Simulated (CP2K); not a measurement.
Runs of CP2K 2026.2 on CuO. The structure is hexagonal, space group P6_3/mmc (No. 194). Conventional cell: a = 3.180 Å, b = 3.180 Å, c = 4.431 Å, α = 90.00°, β = 90.00°, γ = 120.00°. Cu (site symmetry -3m) has 6 O at 2.14 Å and 2 Cu at 2.22 Å as nearest neighbours. O (site symmetry -6m2) has 6 Cu at 2.14 Å as nearest neighbours. Measurements of this composition are mostly on another form, of space group No. 15.

```csv
potentials or basis,ADDED_MOS,gap on the mesh (eV),pressure (GPa)
"GTH_POTENTIALS Cu GTH-PBE-q11, O GTH-PBE-q6; SZV-MOLOPT-SR-GTH basis",[9],none,(a)
"GTH_POTENTIALS Cu GTH-PBE-q11, O GTH-PBE-q6; DZVP-MOLOPT-SR-GTH basis",[20],none,8.9
"GTH_POTENTIALS Cu GTH-PBE-q11, O GTH-PBE-q6; TZVP-MOLOPT-SR-GTH, TZVP-MOLOPT-GTH basis",[20],none,8.6
"POTENTIAL_UZH Cu GTH-PBE-q11, O GTH-PBE-q6; TZV2P-MOLOPT-PBE-GTH basis",[20],none,8.9
"POTENTIAL_UZH Cu GTH-PBE-q11, O GTH-PBE-q6; ccGRB-D basis",[20],none,12.2
"POTENTIAL_UZH Cu GTH-PBE-q11, O GTH-PBE-q6; DZVP-MOLOPT-PBE-GTH basis",[20],none,9.5
"POTENTIAL_UZH Cu GTH-PBE-q11, O GTH-PBE-q6; TZVP-MOLOPT-PBE-GTH basis",[20],none,(b)
```

Alike in all rows: task atomic charges; level PBE; no spin polarisation; cell as given; k mesh 10 × 10 × 6; smearing fermi-dirac 0.05 eV.

Estimate the missing entries.

(a) 16.1; (b) 9.1.

Caveats: the basis of atomic orbitals isn't converged, which shifts pressures, moduli and gaps; the run has no spin polarisation, though such a crystal can be magnetic; semilocal functionals often make such compounds metallic where correlation or magnetic order opens a gap, which also shifts bond lengths; a minimal basis gives rough bond lengths, pressures and levels (some runs).

A gap of «none» marks a metal or a gap under the smearing width.
